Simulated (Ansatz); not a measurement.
**Ti₂C: a faulty run and its cure**

Intended: Ti₂C, PBEsol, plane waves and PAW in Ansatz. The input:

```yaml
crystal:
  lattice:
    - [1.540698181, 0.8895225095, 4.8137698526]
    - [-1.540698181, 0.8895225095, 4.8137698526]
    - [0.0, -1.779045019, 4.8137698526]
  atoms:
    - { symbol: Ti, position: [0.24549783, 0.24549783, 0.24549783] }
    - { symbol: Ti, position: [0.75450217, 0.75450217, 0.75450217] }
    - { symbol: C, position: [0.5, 0.5, 0.5] }
basis:
  ecutwfc: 420
kpoints:
  mp_grid: { grid: [18, 18, 18] }
hamiltonian:
  xc: pbesol
scf:
  occupations: { method: gaussian, width: 0.1 }
  max_iter: 12
  convergence: { dr2_threshold: "1e-19 eV" }
output:
  forces: true
  stress: true
  eigenvalues: true
```

Command:

```bash
ansatz run input.yaml --threads 1 --pin off --max-ram 2560MiB --backend cpu --events-out ev --progress --plain --runs-dir out
```

The program printed (HF is the Harris–Foulkes energy, dr2 the density residual in eV):

```text
basis.fft_grid_basis auto: the FFT boxes are laid along the combinations [[1, 0, -1], [0, 1, -1], [0, 0, 1]] of the cell's own vectors, 3.081, 3.081 and 5.132 Å long. The dense box has 24×24×36 points. Along the cell's own vectors, as sized, it would have 36×36×36, 2.25 times as many. Of the 12 symmetry operations that the crystal satisfies within crystal.symmetry.tolerance (time reversal apart …
Pseudopotential: Ti, paw, valence charge 12, recommended cutoff 420 eV (normal)
Pseudopotential: C, paw, valence charge 4, recommended cutoff 420 eV (normal)
Crystal: 3 atoms, lattice volume = 39.583 Å³
Basis set: ecut = 420 eV, 785 PW (Γ), FFT grids on a1−a3, a2−a3, a3, exchange–correlation on 48×48×72 points (8 copies of the dense FFT grid, shifted against one another)
Bands: 18, of which v1, the nominal top of the filled ones, is band 14 counted from 1 (13 counted from 0)
Symmetry: 12 space group operations
Space group: R-3m (ITA 166), of the structure as read, at distance tolerance 3.4e-5 Å
k-points: 580 of 5832
PAW frozen core: Ti, regenerated for the run's functional, and the local potential with it (the file was generated under x = pbe(κ = 0.804, μ = 0.2195), c = pbe(β = 0.0667))
PAW frozen core: C, regenerated for the run's functional, and the local potential with it (the file was generated under x = pbe(κ = 0.804, μ = 0.2195), c = pbe(β = 0.0667))
Initial density: superposition of atomic densities, corrected by the library's trained network
SCF iter   1: HF=-5196.604068 eV  Δρ=8.93e-3  dr2=2.66e-2
SCF iter   2: HF=-5196.597213 eV  Δρ=4.67e-3  dr2=1.01e-2
SCF iter   3: HF=-5196.594448 eV  Δρ=9.64e-4  dr2=9.13e-4
SCF iter   4: HF=-5196.594259 eV  Δρ=3.74e-4  dr2=7.54e-5
   ...
SCF iter  10: HF=-5196.594244 eV  Δρ=7.72e-8  dr2=1.94e-12
SCF iter  11: HF=-5196.594244 eV  Δρ=1.57e-8  dr2=8.94e-14
SCF iter  12: HF=-5196.594244 eV  Δρ=3.58e-9  dr2=5.60e-15
Error: did not converge after 12 iterations: dr2 = 5.60e-15 (threshold 1.00e-19), under the density mixer `msr1`, which `scf.mixing.algorithm: auto` chose by the deck's other keys (type `scf.mixing.algorithm: msr1` to keep it); raise `scf.max_iter`, which need not help a stalled SCF …
```

Question: Name the fault and the cure.

Answer: The fault is an SCF threshold too tight for the iterations allowed. The residual can't fall so far within the iterations allowed. The cure is the default threshold.

The change to the input:

```diff
 scf:
-  max_iter: 12
-  convergence: { dr2_threshold: "1e-19 eV" }
```

Result of the mended run: a largest force of 0.199 eV/Å, no gap.

Time of the mended run: 24 s on 1 thread of Arm Neoverse V1 (shared host), peak memory 0.57 GiB.